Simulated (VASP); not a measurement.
# P (P6_422) in VASP: optical spectrum with PBEsol+D3

Aim: the optical spectrum of P with PBEsol+D3.

Everything below comes from runs of VASP 6.6.1. Logs are shortened: lines on timing, memory, paths and dates and some standing lists are left out, and cuts for length are marked.

## 1. The crystal as given

The structure is hexagonal, space group P6_422 (No. 181). The conventional cell has a = 3.375 Å, b = 3.375 Å, c = 4.915 Å, α = 90.00°, β = 90.00°, γ = 120.00°. Around P (site symmetry 222) lie 4 P at 2.35 Å.

The cell was built by a generator and needn't be a form met in nature.

## 2. Optical spectrum, PBEsol+D3

The input, INCAR:

```
PREC = Normal
ENCUT = 520
EDIFF = 1E-7
ISMEAR = 0
SIGMA = 0.1
LREAL = False
LASPH = True
NELM = 80
ALGO = Normal
ISIF = 2
LWAVE = False
LCHARG = False
GGA = PS
IVDW = 11
LOPTICS = True
NBANDS = 32
NEDOS = 1000
CSHIFT = 0.1
```

The input, KPOINTS:

```
regular mesh
0
Gamma
  9 9 6
```

The input, POSCAR:

```
P
1.0
    3.3746300000      0.0000000000      0.0000000000
   -1.6873100000      2.9225100000      0.0000000000
    0.0000000000      0.0000000000      4.9154600000
P
3
Direct
    0.0000000000      0.5000000000      0.3333300000
    0.5000000000      0.5000000000      0.6666700000
    0.5000000000      0.0000000000      0.0000000000
```

Potentials or basis: VASP PAW PBE potentials, release 64 (P).

Started as:

```console
$ cat potpaw_PBE.64/P/POTCAR > POTCAR
$ mpirun -np 1 vasp_std > vasp.out
```

OUTCAR:

```text
PREC = Normal
   ENCUT = 520
   EDIFF = 1E-7
   ISMEAR = 0
   LREAL = False
   LASPH = True
   NELM = 80
   ISIF = 2
   GGA = PS
   IVDW = 11
 IVDW          = 11

 ion  position               nearest neighbor table
   1  0.000  0.500  0.333-   3 2.35   3 2.35   2 2.35   2 2.35
   2  0.500  0.500  0.667-   3 2.35   3 2.35   1 2.35   1 2.35
   3  0.500  0.000  0.000-   2 2.35   2 2.35   1 2.35   1 2.35

  LATTYP: Found a hexagonal cell.
 ALAT       =     3.3746300000
 C/A-ratio  =     1.4565922783

  Lattice vectors:

 A1 = (   3.3746300000,   0.0000000000,   0.0000000000)
 A2 = (  -1.6873100000,   2.9225100000,   0.0000000000)
 A3 = (   0.0000000000,   0.0000000000,   4.9154600000)

Analysis of symmetry for initial positions (statically):
=====================================================================
 Subroutine PRICEL returns:
 Original cell was already a primitive cell.

 Routine SETGRP: Setting up the symmetry group for a
 hexagonal supercell.

 Subroutine GETGRP returns: Found  4 space group operations
 (whereof  4 operations were pure point group operations)
 out of a pool of 24 trial point group operations.

The static configuration has the point symmetry D_2 .

Analysis of symmetry for dynamics (positions and initial velocities):
=====================================================================
 Subroutine PRICEL returns:
 Original cell was already a primitive cell.

 Routine SETGRP: Setting up the symmetry group for a
 hexagonal supercell.

 Subroutine GETGRP returns: Found  4 space group operations
 (whereof  4 operations were pure point group operations)
 out of a pool of 24 trial point group operations.

The dynamic configuration has the point symmetry D_2 .

 Subroutine INISYM returns: Found  4 space group operations
 (whereof  4 operations are pure point group operations),
 and found     1 'primitive' translations

----------------------------------------------------------------------------------------

                                     Primitive cell

  volume of cell :      48.4782

  direct lattice vectors                    reciprocal lattice vectors
     3.374630000  0.000000000  0.000000000     0.296328783  0.171085306  0.000000000
    -1.687310000  2.922510000  0.000000000     0.000000000  0.342171626  0.000000000
     0.000000000  0.000000000  4.915460000     0.000000000  0.000000000  0.203439759

  length of vectors
     3.374630000  3.374622903  4.915460000     0.342170907  0.342171626  0.203439759

  position of ions in fractional coordinates (direct lattice)
     1.000000000  0.500000000  0.333330000
     0.500000000  0.500000000  0.666670000
     0.500000000  0.000000000  0.000000000

  ion indices of the primitive-cell ions
   primitive index   ion index
                 1           1
                 2           2
                 3           3

----------------------------------------------------------------------------------------

 KPOINTS: regular mesh

Automatic generation of k-mesh.
 Grid dimensions read from file:
 generate k-points for:    9    9    6

 Generating k-lattice:

  Cartesian coordinates                     Fractional coordinates (reciprocal lattice)
[... 80 lines left out ...]
     AMIX_MAG =   1.60;   BMIX_MAG =  1.00
  volume/ion in A,a.u.               =      16.16       109.05
  Fermi-wavevector in a.u.,A,eV,Ry     =   1.107277  2.092451 16.681606  1.226063
  Thomas-Fermi vector in A             =   2.243790
   LORBIT       =      0    0 simple, 1 ext, 2 COOP (PROOUT), +10 PAW based schemes
   GGA     = PS    functional components
   LHFCALC =     F    Hartree Fock is set to
   AEXX    =    0.0000 exact exchange contribution
   IVDW    =    11    specifies the selected vdW correction
   LEPSILON=     F    determine dielectric tensor
   LRPA    =     F    only Hartree local field effects (RPA)
 non-spin polarized calculation
 Gauss-broadening in eV      SIGMA  =   0.10
  energy-cutoff  :      520.00
  volume of cell :       48.48
 maximum number of plane-waves:      1324
   NGX = 13   NGY = 13   NGZ = 19

 number of electron      14.9999993 magnetization

 Free energy of the ion-electron system (eV)
  ---------------------------------------------------
  ext. energy  EPLUGINS =         0.00000000
  ---------------------------------------------------
  free energy    TOTEN  =       -16.24291817 eV

  energy without entropy =      -16.24057189  energy(sigma->0) =      -16.24174503

 E-fermi :   8.3623     XC(G=0): -10.9154

 val. band max:        8.2559111234   @ k =   0.4444   0.3333   0.5000
 cond. band min:       8.3745805104   @ k =   0.2222   0.2222   0.0000
 fundamental gap:      0.1186693869
 Fermi energy:         8.3622686046

 k-point     1 :       0.0000    0.0000    0.0000
  band No.  band energies     occupation
      1      -7.5796      2.00000
      2      -2.0767      2.00000
      3      -2.0766      2.00000
      4       5.3235      2.00000
      5       7.3373      2.00000
      6       7.3375      2.00000
[... 505 lines left out ...]
      6       3.8733      2.00000
[... 11 lines left out ...]
     18      20.9803      0.00000
     19      21.7519      0.00000

 [... further k-points ...]

 [bands above 19 left out]

------------------------ aborting loop because EDIFF is reached ----------------------------------------

 Edisp (eV)   -0.49339

 E8    (eV) :    -0.2418

  FORCE on cell =-STRESS in cart. coord.  units (eV):
  Direction    XX          YY          ZZ          XY          YZ          ZX
  --------------------------------------------------------------------------------------
  -------------------------------------------------------------------------------------
  Total      -1.61848    -1.61852    -1.08296    -0.00000     0.00000     0.00000
  in kB     -53.48985   -53.49125   -35.79110    -0.00009     0.00000     0.00000
  external pressure =      -47.59 kB  Pullay stress =        0.00 kB

 VOLUME and BASIS-vectors are now :
 -----------------------------------------------------------------------------
  energy-cutoff  :      520.00
  volume of cell :       48.48
      direct lattice vectors                 reciprocal lattice vectors
     3.374630000  0.000000000  0.000000000     0.296328783  0.171085306  0.000000000
    -1.687310000  2.922510000  0.000000000     0.000000000  0.342171626  0.000000000
     0.000000000  0.000000000  4.915460000     0.000000000  0.000000000  0.203439759

 POSITION                                       TOTAL-FORCE (eV/Angst)
 -----------------------------------------------------------------------------------
     -0.84366      1.46125      1.63847        -0.000000      0.000000      0.000187
      0.84366      1.46125      3.27699        -0.000000      0.000000     -0.000187
      1.68731      0.00000      0.00000         0.000000      0.000000      0.000000
 -----------------------------------------------------------------------------------
    total drift:                               -0.000000     -0.000000      0.000000

  FREE ENERGIE OF THE ION-ELECTRON SYSTEM (eV)
  ---------------------------------------------------
  free  energy   TOTEN  =       -16.7363101162 eV

  energy  without entropy=      -16.7339638389  energy(sigma->0) =      -16.73513698

 electrical conductivity sigma (Mega S m-1) (frequency dependency in vasprun.xml)
  --------------------------------------------------------------------------------------
       0.039       0.000       0.000
       0.000       0.039       0.000
       0.000       0.000       0.017

  frequency dependent IMAGINARY DIELECTRIC FUNCTION (independent particle, no local field effects) density-density
     E(ev)      X         Y         Z        XY        YZ        ZX
  --------------------------------------------------------------------------------------------------------------
     0.00000     0.00000     0.00000     0.00000     0.00000     0.00000     0.00000
     0.54845     4.39241     4.39047    43.23586     0.00001     0.00000     0.00000
     1.09691    34.95770    34.94636   146.40471     0.00006     0.00000     0.00000
     1.64536    38.67516    38.66782    91.79800     0.00007     0.00000     0.00000
     2.19382    23.16093    23.16053    33.44204     0.00004     0.00000     0.00000
     2.74227    22.22058    22.22121    12.14058     0.00004     0.00000     0.00000
[... 92 lines left out ...]
    53.74853     0.00045     0.00045     0.00037     0.00000     0.00000     0.00000
    54.29699     0.00043     0.00043     0.00036     0.00000     0.00000     0.00000

  frequency dependent      REAL DIELECTRIC FUNCTION (independent particle, no local field effects) density-density
     E(ev)        X           Y           Z          XY          YZ          ZX
  --------------------------------------------------------------------------------------------------------------
     0.00000    48.87823    48.85119   139.06290     0.00008     0.00000     0.00000
     0.54845    40.69984    40.70277   169.99755     0.00007     0.00000     0.00000
     1.09691    33.16080    33.16096   -56.40749     0.00006     0.00000     0.00000
     1.64536    32.11990    32.12332   -12.36862     0.00005     0.00000     0.00000
     2.19382     9.44118     9.43981   -41.21769     0.00001     0.00000     0.00000
     2.74227    -3.69887    -3.69761   -22.77137    -0.00001     0.00000     0.00000
[... 92 lines left out ...]
    53.74853     0.88407     0.88407     0.90293    -0.00000     0.00000     0.00000
    54.29699     0.88648     0.88648     0.90493    -0.00000     0.00000     0.00000

  frequency dependent IMAGINARY DIELECTRIC FUNCTION (independent particle, no local field effects) current-current
     E(ev)      X         Y         Z        XY        YZ        ZX
  --------------------------------------------------------------------------------------------------------------
     0.00000   144.74396   144.67568   454.00697     0.00025     0.00000     0.00000
     0.54845    19.29649    19.29567   111.03571     0.00003     0.00000     0.00000
     1.09691    40.78744    40.77643   128.20160     0.00007     0.00000     0.00000
     1.64536    43.19591    43.18907    90.06601     0.00007     0.00000     0.00000
     2.19382    23.96028    23.95966    29.22753     0.00004     0.00000     0.00000
     2.74227    21.73541    21.73615    10.34283     0.00004     0.00000     0.00000
[... 92 lines left out ...]
    53.74853     0.00002     0.00002     0.00001     0.00000     0.00000     0.00000
    54.29699     0.00001     0.00001     0.00001     0.00000     0.00000     0.00000

  frequency dependent      REAL DIELECTRIC FUNCTION (independent particle, no local field effects) current-current
     E(ev)        X           Y           Z          XY          YZ          ZX
  --------------------------------------------------------------------------------------------------------------
     0.00000    29.08297    29.10422   112.20601     0.00005     0.00000     0.00000
     0.54845    40.34766    40.34991   158.14915     0.00007     0.00000     0.00000
     1.09691    26.10287    26.10589   -82.64068     0.00004     0.00000     0.00000
     1.64536    26.89664    26.90135   -24.43332     0.00004     0.00000     0.00000
     2.19382     7.55705     7.55573   -43.89727     0.00001     0.00000     0.00000
     2.74227    -5.19934    -5.19825   -23.40285    -0.00001     0.00000     0.00000
[... 92 lines left out ...]
    53.74853     0.88421     0.88421     0.90326    -0.00000     0.00000     0.00000
    54.29699     0.88662     0.88661     0.90526    -0.00000     0.00000     0.00000
```

Wall time 65 s (1 thread of Intel Xeon Platinum 8259CL at 2.50GHz (Skylake/Cascade Lake), shared host); peak memory 0.29 GiB.

What came out:

- Free energy: -16.7363 eV
- Pressure: -4.8 GPa
- Band gap on the k mesh: none (metal or under the smearing width)
- Dispersion energy per atom: -0.164 eV

Levels at points of the mesh, in eV from the Fermi level:
| k point | band 5 | band 6 | band 7 | band 8 | band 9 | band 10 | band 11 | band 12 |
| --- | --- | --- | --- | --- | --- | --- | --- | --- |
| (0.00, 0.00, 0.00) | -1.02 | -1.02 | 1.45 | 1.45 | 2.85 | 2.85 | 4.27 | 4.58 |
| (0.00, 0.00, 0.50) | -2.00 | -2.00 | -1.16 | 2.06 | 2.06 | 2.94 | 2.95 | 3.85 |

Dielectric function (mean over the directions given):
| energy (eV) | real part | imaginary part |
| --- | --- | --- |
| 0.27 | 64.64 | 7.90 |
| 0.77 | 86.14 | 62.17 |
| 1.26 | 1.86 | 42.92 |
| 1.76 | -0.64 | 59.00 |
| 2.25 | -6.01 | 26.06 |
| 2.80 | -8.94 | 17.68 |
| 3.29 | -7.21 | 15.16 |
| 3.78 | -3.24 | 9.95 |
| 4.28 | -4.51 | 12.92 |
| 4.77 | -3.45 | 11.04 |
| 5.32 | -4.81 | 7.95 |
| 5.81 | -3.82 | 5.93 |
| 6.31 | -4.19 | 7.26 |
| 6.80 | -5.32 | 5.15 |
| 7.29 | -4.43 | 3.85 |
| 7.84 | -3.63 | 3.11 |
| 8.34 | -3.12 | 2.70 |
| 8.83 | -2.99 | 2.18 |
| 9.32 | -2.54 | 1.55 |
| 9.82 | -2.21 | 1.34 |
| 10.37 | -1.79 | 1.20 |
| 10.86 | -1.61 | 1.02 |
| 11.35 | -1.40 | 1.07 |
| 11.85 | -1.15 | 0.87 |
| 12.34 | -1.11 | 0.73 |
| 12.89 | -0.89 | 0.68 |
| 13.38 | -0.80 | 0.65 |
| 13.88 | -0.67 | 0.60 |
| 14.37 | -0.58 | 0.47 |
| 14.86 | -0.50 | 0.45 |
| 15.41 | -0.40 | 0.43 |
| 15.91 | -0.34 | 0.41 |
| 16.40 | -0.29 | 0.36 |
| 16.89 | -0.19 | 0.30 |
| 17.39 | -0.14 | 0.28 |
| 17.93 | -0.09 | 0.23 |
| 18.43 | -0.02 | 0.21 |
| 18.92 | 0.03 | 0.21 |
| 19.42 | 0.07 | 0.15 |
| 19.96 | 0.14 | 0.16 |

Caveat: spectra need much finer meshes, so this one isn't converged; independent-particle spectra lack excitons; the intraband (Drude) part of a metal's response may be missing; the PAW data sets were made with another functional, which shifts forces and pressure a little; pairwise dispersion overbinds metals, which lowers pressure and volume.
